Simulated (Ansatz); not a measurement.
How far is PAW off for Zr?

```
CELL_PARAMETERS angstrom
-1.81000 1.81000 1.81000
1.81000 -1.81000 1.81000
1.81000 1.81000 -1.81000
ATOMIC_POSITIONS crystal
Zr 0.00000 0.00000 0.00000
```

Conventional cell: a = 3.620 Å, b = 3.620 Å, c = 3.620 Å, α = 90.00°, β = 90.00°, γ = 90.00°. Around Zr (atom 1) lie 8 Zr at 3.14 Å.

The cell comes from COD entry 9008559, which wasn't checked; take it as a given geometry.

All numbers are computed: DFT, PBEsol, PAW with Ansatz's default frozen-core files, scalar-relativistic (Ansatz 0.2.0); DFT, PBEsol, all-electron PAW with datasets made for the crystal, scalar-relativistic (Ansatz 0.2.0); DFT, PBEsol, all-electron LAPW, scalar-relativistic (Ansatz 0.2.0).

For PAW: a Γ-centred 14×14×14 k mesh, Fermi–Dirac smearing of 0.08 eV, cutoff 420 eV, no spin polarisation; the PAW files were made with PBE, and the program remakes their frozen cores for this functional. The crystal-made all-electron datasets (AE datasets) take a cutoff of 240 eV at this cell. LAPW targets a basis error of 0.5 meV/atom. The Ansatz runs share mesh, smearing and spin set-up. Plane-wave (PAW) pressures include the program's estimate of the Pulay term.

Stress and pressure are positive in compression.

Levels count from the Fermi level.

| quantity | PAW | AE datasets | LAPW |
| --- | --- | --- | --- |
| pressure (GPa) | -6.69 | -6.67 | -6.67 |
| highest filled level at H (eV) | -2.455 | -2.455 | -2.455 |
| lowest empty level at H (eV) | 5.539 | 5.540 | 5.540 |
| highest filled level at Γ (eV) | -5.348 | -5.348 | -5.348 |
| lowest empty level at Γ (eV) | 1.106 | 1.106 | 1.106 |
| highest filled level at N (eV) | -0.639 | -0.639 | -0.639 |
| lowest empty level at N (eV) | 1.530 | 1.530 | 1.530 |
